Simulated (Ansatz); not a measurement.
Crystal: Te.

```
Te
1.0
     4.45400    0.00000    0.00000
    -2.22700    3.85728    0.00000
     0.00000    0.00000    5.92400
Te
3
Direct
  0.73100 0.73100 0.00000
  0.00000 0.26900 0.66667
  0.26900 0.00000 0.33333
```

```yaml
Program: Ansatz 0.2.0
Task: relaxation of cell and atoms
Functional: RPBE
Dispersion: D4
Potentials_or_basis: Ansatz PAW
Cutoff: "420 eV (not typed: the program's choice for these potentials)"
k_mesh: 7 × 7 × 5
Occupations: fermi-dirac, width 0.05 eV
Spin: no spin polarisation
```

At the start: volume 33.93 Å³/atom.

Where does the relaxation end?

It ends after 7 steps and the volume is 30.77 Å³/atom (-9.3 %); space group P3_121 (No. 152, to 0.05 Å).

The path:
| step | energy change (eV) | largest force (eV/Å) | volume (Å³) |
| --- | --- | --- | --- |
| 1 | 0.0000 | 0.1956 | 101.78 |
| 2 | -0.0810 | 0.2150 | 93.28 |
| 3 | -0.1056 | 0.0106 | 92.24 |
| 4 | -0.1077 | 0.0091 | 92.40 |
| 5 | -0.1064 | 0.0092 | 92.40 |
| 6 | -0.1065 | 0.0015 | 92.30 |
| 7 | -0.1065 | 0.0015 | 92.30 |

Final structure:
```
Te
1.0
     4.21290    0.00000    0.00000
    -2.10645    3.64848    0.00000
     0.00000    0.00000    6.00486
Te
3
Direct
  0.70728 0.70728 0.00000
  0.00000 0.29272 0.66667
  0.29272 0.00000 0.33333
```

Caveat: the plane-wave basis is chosen anew once the cell has moved, so the energies of steps on either side of that aren't comparable; the PAW data sets come from PBE, with cores solved anew for the run's functional, which leaves a small shift of forces and pressure.
